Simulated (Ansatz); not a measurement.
# LaAlO3: pressure series

The reference is LaAlO₃ (space group R-3c, No. 167).

```yaml
crystal:
  lattice:
    - [2.67643, 1.54524, 4.34934]
    - [-2.67643, 1.54524, 4.34934]
    - [0.00000, -3.09047, 4.34934]
  atoms:
    - { symbol: La, position: [0.25000, 0.25000, 0.25000] }
    - { symbol: La, position: [0.75000, 0.75000, 0.75000] }
    - { symbol: Al, position: [0.00000, 0.00000, 0.00000] }
    - { symbol: Al, position: [0.50000, 0.50000, 0.50000] }
    - { symbol: O, position: [0.78580, 0.71420, 0.25000] }
    - { symbol: O, position: [0.25000, 0.78580, 0.71420] }
    - { symbol: O, position: [0.71420, 0.25000, 0.78580] }
    - { symbol: O, position: [0.21420, 0.28580, 0.75000] }
    - { symbol: O, position: [0.75000, 0.21420, 0.28580] }
    - { symbol: O, position: [0.28580, 0.75000, 0.21420] }
```

Cell and atoms are relaxed at each pressure.

The values are results of PBEsol (Ansatz, an electronic-structure program; PAW; 420 eV plane waves; scalar-relativistic without spin-orbit coupling), earlier PAW set, not measurements.

```tsv
P (GPa)	V (Å³/atom)
-2.00	10.906
-1.00	10.848
1.80	10.695
4.20	10.572
9.00	10.347
18.00	9.981
29.99	9.580
```

A third-order Birch–Murnaghan fit to these points gives V₀ = 10.79 Å³/atom, B₀ = 195 GPa and B₀′ = 4.3. At pressure 30 GPa the volume is 88.8 % of V₀.

Load acts through the strain it causes; cell and atoms are relaxed under it. Whether these cells are dynamically stable was not tested. Competing high-pressure phases were not computed.
